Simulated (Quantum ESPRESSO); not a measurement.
# Hf (Im-3m) in Quantum ESPRESSO: settings compared, part 3 of 3

Quantum ESPRESSO 7.5.

## Step 4: Phonon dispersion, PBEsol

pw.in reads:

```
&CONTROL
  calculation = 'scf'
  prefix = 'pwscf'
  outdir = './tmp'
  pseudo_dir = './pseudo'
  tprnfor = .true.
  tstress = .true.
  disk_io = 'low'
/
&SYSTEM
  ibrav = 0
  nat = 1
  ntyp = 1
  ecutwfc = 45
  ecutrho = 360
  nbnd = 12
  occupations = 'smearing'
  smearing = 'mv'
  degauss = 0.01469973
/
&ELECTRONS
  conv_thr = 2d-10
  electron_maxstep = 120
  mixing_beta = 0.5
/
ATOMIC_SPECIES
Hf   178.4900 hf_pbesol_v1.uspp.F.UPF
CELL_PARAMETERS angstrom
  -1.8050000000    1.8050000000    1.8050000000
   1.8050000000   -1.8050000000    1.8050000000
   1.8050000000    1.8050000000   -1.8050000000
ATOMIC_POSITIONS angstrom
Hf     0.0000000000    0.0000000000    0.0000000000
K_POINTS automatic
10 10 10 0 0 0
```

relax.in reads:

```
&CONTROL
  calculation = 'vc-relax'
  prefix = 'pwscf'
  outdir = './tmp'
  pseudo_dir = './pseudo'
  tprnfor = .true.
  tstress = .true.
  disk_io = 'low'
  nstep = 40
  forc_conv_thr = 0.0001
  etot_conv_thr = 1d-06
/
&SYSTEM
  ibrav = 0
  nat = 1
  ntyp = 1
  ecutwfc = 45
  ecutrho = 360
  nbnd = 12
  occupations = 'smearing'
  smearing = 'mv'
  degauss = 0.01469973
/
&ELECTRONS
  conv_thr = 2d-10
  electron_maxstep = 120
  mixing_beta = 0.5
/
&IONS
  ion_dynamics = 'bfgs'
/
&CELL
  cell_dynamics = 'bfgs'
  press = 0
  press_conv_thr = 0.2
/
ATOMIC_SPECIES
Hf   178.4900 hf_pbesol_v1.uspp.F.UPF
CELL_PARAMETERS angstrom
  -1.8050000000    1.8050000000    1.8050000000
   1.8050000000   -1.8050000000    1.8050000000
   1.8050000000    1.8050000000   -1.8050000000
ATOMIC_POSITIONS angstrom
Hf     0.0000000000    0.0000000000    0.0000000000
K_POINTS automatic
10 10 10 0 0 0
```

scf2.in reads:

```
&CONTROL
  calculation = 'scf'
  prefix = 'pwscf'
  outdir = './tmp'
  pseudo_dir = './pseudo'
  tprnfor = .true.
  tstress = .true.
  disk_io = 'low'
/
&SYSTEM
  ibrav = 0
  nat = 1
  ntyp = 1
  ecutwfc = 45
  ecutrho = 360
  nbnd = 12
  occupations = 'smearing'
  smearing = 'mv'
  degauss = 0.01469973
/
&ELECTRONS
  conv_thr = 1d-13
  electron_maxstep = 120
  mixing_beta = 0.5
  startingpot = 'file'
  startingwfc = 'file'
/
ATOMIC_SPECIES
Hf   178.4900 hf_pbesol_v1.uspp.F.UPF
CELL_PARAMETERS angstrom
  -1.7466397773    1.7466397773    1.7466397773
   1.7466397773   -1.7466397773    1.7466397773
   1.7466397773    1.7466397773   -1.7466397773
ATOMIC_POSITIONS angstrom
Hf     0.0000000000    0.0000000000    0.0000000000
K_POINTS automatic
10 10 10 0 0 0
```

ph.in reads:

```
phonon_bands of Hf
&INPUTPH
  prefix = 'pwscf'
  outdir = './tmp'
  tr2_ph = 1d-18
  fildyn = 'dyn'
  niter_ph = 90
  alpha_mix(1) = 0.4
  ldisp = .true.
  nq1 = 2
  nq2 = 2
  nq3 = 2
/
```

q2r.in reads:

```
&INPUT
  fildyn = 'dyn'
  zasr = 'crystal'
  flfrc = 'fc'
/
```

matdyn.in reads:

```
&INPUT
  asr = 'crystal'
  flfrc = 'fc'
  flfrq = 'freq'
  q_in_cryst_coord = .true.
  flvec = ' '
/
80
 0.0000000000  0.0000000000  0.0000000000
 0.0312500000 -0.0312500000  0.0312500000
 0.0625000000 -0.0625000000  0.0625000000
 0.0937500000 -0.0937500000  0.0937500000
 0.1250000000 -0.1250000000  0.1250000000
 0.1562500000 -0.1562500000  0.1562500000
 0.1875000000 -0.1875000000  0.1875000000
 0.2187500000 -0.2187500000  0.2187500000
 0.2500000000 -0.2500000000  0.2500000000
 0.2812500000 -0.2812500000  0.2812500000
 0.3125000000 -0.3125000000  0.3125000000
 0.3437500000 -0.3437500000  0.3437500000
 0.3750000000 -0.3750000000  0.3750000000
 0.4062500000 -0.4062500000  0.4062500000
 0.4375000000 -0.4375000000  0.4375000000
 0.4687500000 -0.4687500000  0.4687500000
 0.5000000000 -0.5000000000  0.5000000000
 0.4545454545 -0.4545454545  0.5000000000
 0.4090909091 -0.4090909091  0.5000000000
 0.3636363636 -0.3636363636  0.5000000000
 0.3181818182 -0.3181818182  0.5000000000
 0.2727272727 -0.2727272727  0.5000000000
 0.2272727273 -0.2272727273  0.5000000000
 0.1818181818 -0.1818181818  0.5000000000
 0.1363636364 -0.1363636364  0.5000000000
 0.0909090909 -0.0909090909  0.5000000000
 0.0454545455 -0.0454545455  0.5000000000
 0.0000000000  0.0000000000  0.5000000000
 0.0000000000  0.0000000000  0.4583333333
 0.0000000000  0.0000000000  0.4166666667
 0.0000000000  0.0000000000  0.3750000000
 0.0000000000  0.0000000000  0.3333333333
 0.0000000000  0.0000000000  0.2916666667
 0.0000000000  0.0000000000  0.2500000000
 0.0000000000  0.0000000000  0.2083333333
 0.0000000000  0.0000000000  0.1666666667
 0.0000000000  0.0000000000  0.1250000000
 0.0000000000  0.0000000000  0.0833333333
 0.0000000000  0.0000000000  0.0416666667
 0.0000000000  0.0000000000  0.0000000000
 0.0166666667  0.0166666667  0.0166666667
 0.0333333333  0.0333333333  0.0333333333
 0.0500000000  0.0500000000  0.0500000000
 0.0666666667  0.0666666667  0.0666666667
 0.0833333333  0.0833333333  0.0833333333
 0.1000000000  0.1000000000  0.1000000000
 0.1166666667  0.1166666667  0.1166666667
 0.1333333333  0.1333333333  0.1333333333
 0.1500000000  0.1500000000  0.1500000000
 0.1666666667  0.1666666667  0.1666666667
 0.1833333333  0.1833333333  0.1833333333
 0.2000000000  0.2000000000  0.2000000000
 0.2166666667  0.2166666667  0.2166666667
 0.2333333333  0.2333333333  0.2333333333
 0.2500000000  0.2500000000  0.2500000000
 0.2666666667  0.2000000000  0.2666666667
 0.2833333333  0.1500000000  0.2833333333
 0.3000000000  0.1000000000  0.3000000000
 0.3166666667  0.0500000000  0.3166666667
 0.3333333333  0.0000000000  0.3333333333
 0.3500000000 -0.0500000000  0.3500000000
 0.3666666667 -0.1000000000  0.3666666667
 0.3833333333 -0.1500000000  0.3833333333
 0.4000000000 -0.2000000000  0.4000000000
 0.4166666667 -0.2500000000  0.4166666667
 0.4333333333 -0.3000000000  0.4333333333
 0.4500000000 -0.3500000000  0.4500000000
 0.4666666667 -0.4000000000  0.4666666667
 0.4833333333 -0.4500000000  0.4833333333
 0.5000000000 -0.5000000000  0.5000000000
 0.2500000000  0.2500000000  0.2500000000
 0.2222222222  0.2222222222  0.2777777778
 0.1944444444  0.1944444444  0.3055555556
 0.1666666667  0.1666666667  0.3333333333
 0.1388888889  0.1388888889  0.3611111111
 0.1111111111  0.1111111111  0.3888888889
 0.0833333333  0.0833333333  0.4166666667
 0.0555555556  0.0555555556  0.4444444444
 0.0277777778  0.0277777778  0.4722222222
 0.0000000000  0.0000000000  0.5000000000
```

matdyn_dos.in reads:

```
&INPUT
  asr = 'crystal'
  flfrc = 'fc'
  dos = .true.
  fldos = 'phdos'
  nk1 = 15
  nk2 = 15
  nk3 = 15
  deltaE = 0.5
  flvec = ' '
  flfrq = ' '
/
```

matdyn_mesh.in reads:

```
&INPUT
  asr = 'crystal'
  flfrc = 'fc'
  flfrq = 'mesh'
  q_in_cryst_coord = .true.
  flvec = ' '
/
1000
 0.05000000  0.05000000  0.05000000
 0.05000000  0.05000000  0.15000000
 0.05000000  0.05000000  0.25000000
[... 997 further points of the even 10 x 10 x 10 mesh, shifted by half a step ...]
```

Potentials or basis: GBRV 1.5 PBEsol.

Started as:

```bash
> OMP_NUM_THREADS=1 pw.x -in pw.in > pw.out
> OMP_NUM_THREADS=1 pw.x -in relax.in > relax.out
> OMP_NUM_THREADS=1 pw.x -in scf2.in > scf2.out
> OMP_NUM_THREADS=1 ph.x -in ph.in > ph.out
> OMP_NUM_THREADS=1 q2r.x -in q2r.in > q2r.out
> OMP_NUM_THREADS=1 matdyn.x -in matdyn.in > matdyn.out
> OMP_NUM_THREADS=1 matdyn.x -in matdyn_dos.in > matdyn_dos.out
> OMP_NUM_THREADS=1 matdyn.x -in matdyn_mesh.in > matdyn_mesh.out
```

pw.out:

```text
This program is part of the open-source Quantum ESPRESSO suite
     for quantum simulation of materials; please cite
[... 9 lines left out ...]
     --------------------
     sticks:   dense  smooth     PW     G-vecs:    dense   smooth      PW
     Sum         941     471    173                18245     6531    1505

     Using Slab Decomposition

     bravais-lattice index     =            0
     lattice parameter (alat)  =       5.9079  a.u.
     unit-cell volume          =     158.7407 (a.u.)^3
     number of atoms/cell      =            1
     number of atomic types    =            1
     number of electrons       =        12.00
     number of Kohn-Sham states=           12
     kinetic-energy cutoff     =      45.0000  Ry
     charge density cutoff     =     360.0000  Ry
     scf convergence threshold =      2.0E-10
     mixing beta               =       0.5000
     number of iterations used =            8  plain     mixing
     Exchange-correlation= SLA  PW   PSX  PSC
                           (   1   4  10   8   0   0   0)

     celldm(1)=   5.907948  celldm(2)=   0.000000  celldm(3)=   0.000000
     celldm(4)=   0.000000  celldm(5)=   0.000000  celldm(6)=   0.000000

     crystal axes: (cart. coord. in units of alat)
               a(1) = (  -0.577350   0.577350   0.577350 )
               a(2) = (   0.577350  -0.577350   0.577350 )
               a(3) = (   0.577350   0.577350  -0.577350 )

     reciprocal axes: (cart. coord. in units 2 pi/alat)
               b(1) = ( -0.000000  0.866025  0.866025 )
               b(2) = (  0.866025 -0.000000  0.866025 )
               b(3) = (  0.866025  0.866025  0.000000 )

     PseudoPot. # 1 for Hf read from file:
     hf_pbesol_v1.uspp.F.UPF
     Pseudo is Ultrasoft + core correction, Zval = 12.0
     Generated by new atomic code, or converted to UPF format
     Using radial grid of  921 points,  8 beta functions with:
                l(1) =   0
                l(2) =   0
                l(3) =   0
                l(4) =   1
                l(5) =   1
                l(6) =   2
                l(7) =   2
                l(8) =   3
     Q(r) pseudized with  6 coefficients,  rinner =    1.200   1.200   1.200
                                                       1.200   1.200   1.200
                                                       1.200

     atomic species   valence    mass     pseudopotential
     Hf               12.00   178.49000     Hf( 1.00)

     48 Sym. Ops., with inversion, found

   Cartesian axes

     site n.     atom                  positions (alat units)
         1        Hf     tau(   1) = (   0.0000000   0.0000000   0.0000000  )

     number of k points=    47  Marzari-Vanderbilt smearing, width (Ry)=  0.0147
                       cart. coord. in units 2pi/alat
        k(    1) = (   0.0000000   0.0000000   0.0000000), wk =   0.0020000
        k(    2) = (   0.0866025   0.0866025   0.0000000), wk =   0.0240000
        k(    3) = (   0.1732051   0.1732051   0.0000000), wk =   0.0240000
        k(    4) = (   0.2598076   0.2598076   0.0000000), wk =   0.0240000
        k(    5) = (   0.3464102   0.3464102   0.0000000), wk =   0.0240000
        k(    6) = (  -0.4330127  -0.4330127   0.0000000), wk =   0.0120000
[... 39 lines left out ...]
        k(   46) = (  -0.8660254  -0.0866025  -0.0866025), wk =   0.0240000
        k(   47) = (  -0.8660254  -0.8660254  -0.8660254), wk =   0.0020000

     Dense  grid:    18245 G-vectors     FFT dimensions: (  36,  36,  36)

     Smooth grid:     6531 G-vectors     FFT dimensions: (  25,  25,  25)

     Initial potential from superposition of free atoms

     starting charge      10.0000, renormalised to      12.0000

     negative rho (up, down):  1.288E-01 0.000E+00
     Starting wfcs are   13 randomized atomic wfcs

     Self-consistent Calculation

     iteration #  1     ecut=    45.00 Ry     beta= 0.50
     Davidson diagonalization with overlap
     ethr =  1.00E-02,  avg # of iterations =  3.6

     negative rho (up, down):  1.126E-01 0.000E+00
[... 67 lines left out ...]
     iteration #  9     ecut=    45.00 Ry     beta= 0.50
     Davidson diagonalization with overlap
     ethr =  8.06E-12,  avg # of iterations =  1.3

     negative rho (up, down):  1.124E-01 0.000E+00

     End of self-consistent calculation

          k = 0.0000 0.0000 0.0000 (   791 PWs)   bands (ev):

   -48.1876 -16.4868 -16.4868 -16.4868   6.5741  14.9304  14.9304  14.9304
    17.5844  17.5844  26.4090  26.4090
[... 18 lines left out ...]
   -48.1386 -17.1206 -16.6947 -16.4890   9.9899  13.1759  13.9180  17.4535
    18.1630  19.6077  23.8235  24.2461

          k =-0.4330-0.4330 0.0000 (   814 PWs)   bands (ev):

   -48.1334 -17.1837 -16.7161 -16.4893  10.2205  13.0319  14.3500  17.3787
    18.3395  20.6486  22.9552  23.6585

          k = 0.1732 0.0866 0.0866 (   811 PWs)   bands (ev):
[... 81 lines left out ...]
   -48.1297 -16.9288 -16.9288 -16.6352  12.1272  12.9749  12.9749  18.2771
    18.2771  19.4611  23.6982  23.6982

          k =-0.0000-0.1732 0.3464 (   822 PWs)   bands (ev):

   -48.1478 -16.9429 -16.6629 -16.5414   9.4025  13.6846  13.8918  16.3231
    17.6898  18.3123  25.1167  27.3542

          k = 0.0866-0.0866 0.3464 (   814 PWs)   bands (ev):
[... 46 lines left out ...]
   -48.1518 -16.7715 -16.6523 -16.6523   9.0480  14.4331  14.8841  14.8841
    16.2522  18.4628  26.0616  29.5819

          k =-0.0000-0.0866 0.4330 (   807 PWs)   bands (ev):

   -48.1364 -16.9201 -16.7268 -16.6742  10.1786  13.3455  14.7424  15.4575
    17.4751  18.2126  25.2799  28.8374

          k = 0.0000-0.1732 0.5196 (   805 PWs)   bands (ev):
[... 21 lines left out ...]
   -48.1113 -16.9958 -16.9958 -16.7060  12.1347  12.1347  13.7015  17.8912
    17.8912  21.3294  23.0730  23.0730

          k =-0.0000-0.0000 0.5196 (   799 PWs)   bands (ev):

   -48.1223 -16.9208 -16.8047 -16.8047  11.0291  12.6425  15.6714  15.6714
    17.6824  17.6984  26.2379  27.4614

          k = 0.0000-0.0866 0.6062 (   803 PWs)   bands (ev):
[... 26 lines left out ...]
   -48.0921 -16.9799 -16.9799 -16.9799  11.0938  11.0938  19.8790  19.8790
    19.8790  20.2549  20.2549  20.2549

     the Fermi energy is    13.4451 ev

!    total energy              =    -158.51762448 Ry
     estimated scf accuracy    <          2.6E-11 Ry
     smearing contrib. (-TS)   =       0.00040052 Ry
     internal energy E=F+TS    =    -158.51802500 Ry

     The total energy is F=E-TS. E is the sum of the following terms:
     one-electron contribution =     -20.73500989 Ry
     hartree contribution      =      14.24253028 Ry
     xc contribution           =     -75.20695410 Ry
     ewald contribution        =     -76.81859129 Ry

     convergence has been achieved in   9 iterations

     negative rho (up, down):  1.124E-01 0.000E+00

     Forces acting on atoms (cartesian axes, Ry/au):

     atom    1 type  1   force =     0.00000000    0.00000000    0.00000000

     Total force =     0.000000     Total SCF correction =     0.000000

     Computing stress (Cartesian axis) and pressure

     negative rho (up, down):  1.124E-01 0.000E+00
          total   stress  (Ry/bohr**3)                   (kbar)     P=      -90.36
  -0.00061427  -0.00000000  -0.00000000          -90.36       -0.00       -0.00
  -0.00000000  -0.00061427  -0.00000000           -0.00      -90.36       -0.00
  -0.00000000  -0.00000000  -0.00061427           -0.00       -0.00      -90.36

=------------------------------------------------------------------------------=
   JOB DONE.
=------------------------------------------------------------------------------=
```

It took 4.1 min on 1 thread of Arm Neoverse V2, shared host; peak memory 0.16 GiB.

What came out:

- Free energy: -2156.8061 eV
- Relaxed volume: 21.31 Å³/atom
- Relaxed cell: a = 3.025 Å, b = 3.025 Å, c = 3.025 Å, α = 109.47°, β = 109.47°, γ = 109.47°
- Space group after relaxing (to 0.05 Å): Im-3m (No. 229)
- Pressure after relaxing: -0.2 GPa
- Band gap on the k mesh: none (metal or under the smearing width)
- Highest phonon frequency: 140 cm⁻¹
- Most unstable mode: 84i cm⁻¹

The path:
```
step  energy change (eV)  largest force (eV/Å)  pressure (GPa)  volume (Å³)
   1              0.0000                0.0000           -9.04        23.52
   2             -0.0477                0.0000           -5.16        22.46
   3             -0.0665                0.0000            0.70        21.18
   4             -0.0668                0.0000           -0.05        21.32
   5             -0.0668                0.0000            0.00        21.31
```

Final structure:
```
CELL_PARAMETERS angstrom
-1.74664 1.74664 1.74664
1.74664 -1.74664 1.74664
1.74664 1.74664 -1.74664
ATOMIC_POSITIONS crystal
Hf 0.00000 0.00000 0.00000
```

Levels at points of the mesh, in eV from the Fermi level:
```csv
k point,band 4,band 5,band 6,band 7,band 8,band 9
"(0.00, 0.00, 0.00)",-29.55,-7.20,1.56,1.56,1.56,4.50
"(0.00, 0.00, -0.50)",-29.56,-3.53,-0.59,1.27,4.35,5.41
"(-0.50, -0.50, -0.50)",-30.23,-2.78,-2.78,7.18,7.18,7.18
```

Phonon frequencies in cm⁻¹ (negative: imaginary):
```
               q point  frequencies
 (0.000, 0.000, 0.000)        0 0 0
(0.219, -0.219, 0.219)     40 84 84
(0.438, -0.438, 0.438)  134 137 137
(0.273, -0.273, 0.500)   91 121 128
 (0.000, 0.000, 0.458)   -83 88 107
 (0.000, 0.000, 0.167)    -42 45 54
 (0.050, 0.050, 0.050)   -17 -17 48
 (0.167, 0.167, 0.167)   -35 -35 96
 (0.283, 0.150, 0.283)    -43 61 61
(0.400, -0.200, 0.400)   83 121 121
 (0.250, 0.250, 0.250)     37 37 37
 (0.056, 0.056, 0.444)   -81 85 105
```

Phonon frequencies at the corners of the path (cm⁻¹, interpolated; i marks imaginary ones):
| point | frequencies |
| --- | --- |
| Γ | 0 0 0 |
| H | 140 140 140 |
| N | 84i 89 108 |
| P | 37 37 37 |

Phonon states per cell in windows of 20 cm⁻¹ (negative: imaginary):
| from (cm⁻¹) | total |
| --- | --- |
| -100 | 0.01 |
| -80 | 0.23 |
| -60 | 0.33 |
| -40 | 0.12 |
| -20 | 0.05 |
| 0 | 0.05 |
| 20 | 0.11 |
| 40 | 0.22 |
| 60 | 0.38 |
| 80 | 0.68 |
| 100 | 0.62 |
| 120 | 0.20 |

Caveat: some modes are imaginary; the q mesh is small, so phonon branches between its points and thermal values are rough.

## Step 5: The runs side by side

| level | potentials or basis | form of the LDA correlation | gap on the mesh (eV) | pressure (GPa) |
| --- | --- | --- | --- | --- |
| LDA | GBRV 1.5 LDA | PZ81 | none | -0.3 |
| PBE | GBRV 1.5 PBE | - | none | -0.1 |
| PBEsol | GBRV 1.5 PBEsol | - | none | -0.2 |

Alike in all rows: task phonon dispersion; no spin polarisation; cell relaxed; k mesh 10 × 10 × 10; cutoff (eV) 612; smearing cold 0.2 eV.

Caveats: some modes are imaginary; the mesh is thin for the phonons of a metal (some runs).

Absolute energies hang on the potentials; compare differences alone.
